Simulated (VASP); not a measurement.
**CsBr: single point with PBE**

CsBr:

```
Cs Br
1.0
     4.31960    0.00000    0.00000
     0.00000    4.31960    0.00000
     0.00000    0.00000    4.31960
Cs Br
1 1
Direct
  0.00000 0.00000 0.00000
  0.50000 0.50000 0.50000
```

```json
{"Program": "VASP 6.6.1", "Task": "single point", "Functional": "PBE", "Potentials or basis": "VASP PAW PBE potentials, release 64 (Cs_sv, Br)", "Cutoff": "520 eV", "k mesh": "4 × 4 × 4", "Occupations": "methfessel-paxton, width 0.2 eV", "Spin": "no spin polarisation", "Dipole correction": "no", "Further INCAR settings": "ALGO = Fast; EDIFF = 1e-06; NBANDS = 15"}
```

The pressure is 0.7 GPa and the band gap on the k mesh is 4.43 eV, indirect (least direct gap 4.43 eV).

Levels at points of the mesh, in eV from the valence-band top:
```csv
k point,band 6,band 7,band 8,band 9,band 10,band 11
"(0.00, 0.00, 0.00)",-0.01,-0.01,-0.01,4.43,4.94,4.94
"(0.50, 0.00, 0.00)",-1.28,-0.20,-0.20,5.92,7.19,7.64
"(0.50, 0.50, 0.00)",-0.57,-0.57,0.00,5.25,5.48,7.21
"(0.50, 0.50, 0.50)",-1.13,-1.13,-1.13,8.21,8.21,8.21
```

Wall time 12 s on 1 thread of AMD EPYC 7R13 Processor (Zen 3), with other jobs on the host, peak memory 0.14 GiB.

Caveat: spin-orbit coupling is left out, which moves the levels of the heavy elements. Expect the measured gap to be larger: semilocal functionals such as PBE lack the derivative discontinuity.
